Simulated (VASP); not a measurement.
# Ti (P6/mmm) in VASP: a series of runs, part 2 of 2

VASP 6.6.1.

## 5. Single point, PBE

File INCAR:

```
SYSTEM = Ti
PREC     = Accurate       ! precision mode
ENCUT    = 350            ! plane-wave cutoff, eV
EDIFF    = 1E-6           ! SCF threshold, eV
ISMEAR   = 0              ! smearing method
SIGMA    = 0.15           ! smearing width, eV
LREAL    = .False.        ! projectors in reciprocal space
LASPH    = .True.         ! aspherical terms in the spheres
NELM     = 100            ! most SCF steps
ALGO     = Normal         ! electronic algorithm
ISIF     = 2              ! what is computed and relaxed
LWAVE    = .False.        ! write WAVECAR
LCHARG   = .False.        ! write CHGCAR
GGA      = PE             ! functional
NBANDS   = 13             ! bands
ADDGRID  = .False.
```

File KPOINTS:

```
Automatic mesh
0
Gamma
  5 5 7
  0 0 0
```

File POSCAR:

```
Ti
1.0
    4.5673748306      0.0000000000      0.0000000000
   -2.2836874153      3.9554626319      0.0000000000
    0.0000000000      0.0000000000      2.8262442700
Ti
3
Direct
    0.6666666667      0.3333333333      0.5000000000
    0.3333333333      0.6666666667      0.5000000000
    0.0000000000      0.0000000000      0.0000000000
```

Potentials or basis: VASP PAW PBE potentials, release 64 (Ti).

On the command line:

```
> cat potpaw_PBE.64/Ti/POTCAR > POTCAR
> mpirun -np 1 vasp_std > vasp.out
```

OUTCAR:

```text
SYSTEM = Ti
   PREC = Accurate
   ENCUT = 350
   EDIFF = 1E-6
   ISMEAR = 0
   LREAL = .False.
   LASPH = .True.
   NELM = 100
   ISIF = 2
   GGA = PE

 Found     20 irreducible k-points:

 Following reciprocal coordinates:
            Coordinates               Weight
  0.000000  0.000000  0.000000      1.000000
  0.200000  0.000000  0.000000      6.000000
  0.400000  0.000000  0.000000      6.000000
  0.200000  0.200000  0.000000      6.000000
  0.400000  0.200000  0.000000      6.000000
  0.000000  0.000000  0.142857      2.000000
   k-points           NKPTS =     20   k-points in BZ     NKDIM =     20   number of bands    NBANDS=     13
   number of dos      NEDOS =    301   number of ions     NIONS =      3
   total plane-waves  NPLWV =  14112
   dimension x,y,z NGX =    28 NGY =   28 NGZ =   18
   dimension x,y,z NGXF=    56 NGYF=   56 NGZF=   36
   ions per type =               3
   NGX,Y,Z   is equivalent  to a cutoff of  10.19, 10.19, 10.59 a.u.
   NGXF,Y,Z  is equivalent  to a cutoff of  20.38, 20.38, 21.18 a.u.
 SYSTEM =  Ti
   PREC   = accura    normal or accurate (medium, high low for compatibility)
   ISTART =      0    job   : 0-new  1-cont  2-samecut
   ICHARG =      2    charge: 1-file 2-atom 10-const
   ISPIN  =      1    spin polarized calculation?
   LNONCOLLINEAR =      F non collinear calculations
   LSORBIT =      F    spin-orbit coupling
   LASPH  =      T    aspherical Exc in radial PAW
   ENCUT  =  350.0 eV  25.72 Ry    5.07 a.u.   6.97  6.97  4.31*2*pi/ulx,y,z
   NELM   =    100;   NELMIN=  2; NELMDL= -5     # of ELM steps
   EDIFF  = 0.1E-05   stopping-criterion for ELM
   LREAL  =      F    real-space projection
   EDIFFG = 0.1E-04   stopping-criterion for IOM
   NSW    =      0    number of steps for IOM
   IBRION =     -1    ionic relax: 0-MD 1-quasi-New 2-CG
   NFREE  =      0    steps in history (QN), initial steepest desc. (CG)
   ISIF   =      2    stress and relaxation
   ISYM   =      2    0-nonsym 1-usesym 2-fastsym
   POTIM  = 0.5000    time-step for ionic-motion
   TEBEG  =    0.0;   TEEND  =   0.0 temperature during run
   PSTRESS=    0.0 pullay stress
   NELECT =      12.0000    total number of electrons
   NUPDOWN=      -1.0000    fix difference up-down
   EMIN   =  10.00;   EMAX   =-10.00  energy-range for DOS
   EFERMI =   0.00;   METHOD = LEGACY
   ISMEAR =     0;   SIGMA  =   0.15  broadening in eV -4-tet -1-fermi 0-gaus
   EFERMI_NEDOS =   21; number of points for ismear=-14 and -15
   IALGO  =     38    algorithm
   IMIX   =      4    mixing-type and parameters
     AMIX     =   0.40;   BMIX     =  1.00
     AMIX_MAG =   1.60;   BMIX_MAG =  1.00
  volume/ion in A,a.u.               =      17.02       114.85
  Fermi-wavevector in a.u.,A,eV,Ry     =   1.010285  1.909162 13.887145  1.020676
  Thomas-Fermi vector in A             =   2.143265
   LORBIT       =      0    0 simple, 1 ext, 2 COOP (PROOUT), +10 PAW based schemes
   GGA     = PE    functional components
   LHFCALC =     F    Hartree Fock is set to
   AEXX    =    0.0000 exact exchange contribution
   IVDW    =     0    specifies the selected vdW correction
   LEPSILON=     F    determine dielectric tensor
   LRPA    =     F    only Hartree local field effects (RPA)
 non-spin polarized calculation
 Gauss-broadening in eV      SIGMA  =   0.15
  energy-cutoff  :      350.00
  volume of cell :       51.06
 maximum number of plane-waves:       772
 NGX is ok and might be reduce to    28
   NGX = 13   NGY = 13   NGZ =  9

 number of electron      12.0000001 magnetization

 Free energy of the ion-electron system (eV)
  ---------------------------------------------------
  ext. energy  EPLUGINS =         0.00000000
  ---------------------------------------------------
  free energy    TOTEN  =       -23.33328605 eV

  energy without entropy =      -23.29389363  energy(sigma->0) =      -23.31358984

 E-fermi :   3.0281     XC(G=0): -11.1540

 val. band max:        3.0138660741   @ k =   0.4000   0.0000   0.1429
 cond. band min:       3.0448803715   @ k =   0.0000   0.0000   0.0000
 fundamental gap:      0.0310142974
 Fermi energy:         3.0280706722

 k-point     1 :       0.0000    0.0000    0.0000
  band No.  band energies     occupation
      1      -2.9676      2.00000
      2       1.1201      2.00000
      3       2.3479      2.00000
      4       2.3479      2.00000
      5       2.4454      2.00000
      6       2.4454      2.00000
      7       3.0449      0.87408
      8       3.7249      0.00000
      9       4.3184      0.00000
     10       4.3184      0.00000
     11       4.8380      0.00000
     12       4.9427      0.00000
     13       4.9463      0.00000
[... 65 lines left out ...]
 k-point     6 :       0.0000    0.0000    0.1429
  band No.  band energies     occupation
      1      -2.5133      2.00000
      2       1.4533      2.00000
      3       2.0634      2.00000
      4       2.0634      2.00000
      5       2.2373      2.00000
      6       2.2373      2.00000
      7       3.6382      0.00000
      8       4.1142      0.00000
      9       4.2211      0.00000
     10       4.2211      0.00000
     11       4.7623      0.00000
     12       4.7623      0.00000
     13       5.2126      0.00000

 [... further k-points ...]
[... 5 lines left out ...]
  --------------------------------------------------------------------------------------
  -------------------------------------------------------------------------------------
  Total       -0.3931520     -0.3931520     -0.2394697      0.0000000     -0.0000000      0.0000000
  in kB      -12.3366544    -12.3366544     -7.5142832      0.0000000     -0.0000000      0.0000000
  external PRESSURE =     -10.7291974 kB  Pullay stress =       0.0000000 kB

 VOLUME and BASIS-vectors are now :
 -----------------------------------------------------------------------------
  energy-cutoff  :      350.00
  volume of cell :       51.06
      direct lattice vectors                 reciprocal lattice vectors
     4.567374831  0.000000000  0.000000000     0.218944150  0.126407464  0.000000000
    -2.283687415  3.955462632  0.000000000     0.000000000  0.252814928  0.000000000
     0.000000000  0.000000000  2.826244270     0.000000000  0.000000000  0.353826458

 POSITION                                       TOTAL-FORCE (eV/Angst)
 -----------------------------------------------------------------------------------
      2.28369      1.31849      1.41312         0.000000      0.000000      0.000000
     -0.00000      2.63698      1.41312        -0.000000     -0.000000     -0.000000
      0.00000      0.00000      0.00000        -0.000000      0.000000      0.000000
 -----------------------------------------------------------------------------------
    total drift:                                0.000000      0.000000     -0.000000

  FREE ENERGIE OF THE ION-ELECTRON SYSTEM (eV)
  ---------------------------------------------------
  free  energy   TOTEN  =       -23.3332860497 eV

  energy  without entropy=      -23.2938936265  energy(sigma->0) =      -23.31358984
```

OSZICAR:

```text
N       E                     dE             d eps       ncg     rms          rms(c)
DAV:   1     0.197791695412E+02    0.19779E+02   -0.34540E+03   520   0.590E+02
DAV:   2    -0.240287794735E+02   -0.43808E+02   -0.40709E+02   525   0.128E+02
DAV:   3    -0.265593432582E+02   -0.25306E+01   -0.23929E+01   769   0.314E+01
DAV:   4    -0.266145237621E+02   -0.55181E-01   -0.55045E-01   610   0.469E+00
DAV:   5    -0.266149956673E+02   -0.47191E-03   -0.47176E-03   702   0.359E-01    0.194E+01
DAV:   6    -0.237260785458E+02    0.28889E+01   -0.64827E+00   540   0.218E+01    0.545E+00
DAV:   7    -0.234278421940E+02    0.29824E+00   -0.19391E+00   601   0.109E+01    0.218E+00
DAV:   8    -0.233547114926E+02    0.73131E-01   -0.46595E-01   825   0.506E+00    0.859E-01
DAV:   9    -0.233371802650E+02    0.17531E-01   -0.73272E-02   768   0.201E+00    0.411E-01
DAV:  10    -0.233334158217E+02    0.37644E-02   -0.12383E-02   765   0.752E-01    0.896E-02
DAV:  11    -0.233333164477E+02    0.99374E-04   -0.34043E-04   732   0.163E-01    0.319E-02
DAV:  12    -0.233333070081E+02    0.94396E-05   -0.32054E-05   643   0.492E-02    0.207E-02
DAV:  13    -0.233332865846E+02    0.20424E-04   -0.27677E-05   810   0.354E-02    0.145E-03
DAV:  14    -0.233332860497E+02    0.53486E-06   -0.52781E-07   361   0.590E-03
   1 F= -.23333286E+02 E0= -.23313590E+02  d E =-.393924E-01
```

It took 8.5 s on 1 thread of Intel Xeon Platinum 8488C (Sapphire Rapids), shared host; peak memory 0.13 GiB.

The run converged, but some of its settings lie outside the range that counts as converged, so its numbers aren't taken as properties of the crystal.

What came out:

* Free energy: -23.3333 eV
* Pressure: -1.1 GPa
* Band gap on the k mesh: none (metal or under the smearing width)

## 6. Single point, PBE

INCAR is that of step 5.

KPOINTS is that of step 5.

File POSCAR:

```
Ti
1.0
    4.5673748306      0.0000000000      0.0000000000
   -2.2836874153      3.9554626319      0.0000000000
    0.0000000000      0.0000000000      2.8262442700
Ti
3
Direct
    0.6535550000      0.3369470000      0.4982190000
    0.3492570000      0.6782810000      0.5288300000
    0.0014220000     -0.0021490000     -0.0037100000
```

Potentials or basis: VASP PAW PBE potentials, release 64 (Ti).

On the command line:

```
> cat potpaw_PBE.64/Ti/POTCAR > POTCAR
> mpirun -np 1 vasp_std > vasp.out
```

It took 22 s on 1 thread of Intel Xeon Platinum 8488C (Sapphire Rapids), shared host; peak memory 0.15 GiB.

These settings aren't checked as converged: the numbers below hold their error.

What came out:

```yaml
Free_energy: -23.3043 eV
Pressure: -0.8 GPa
Largest_force: 0.350 eV/Å
Band_gap_on_the_k_mesh: none (metal or under the smearing width)
```
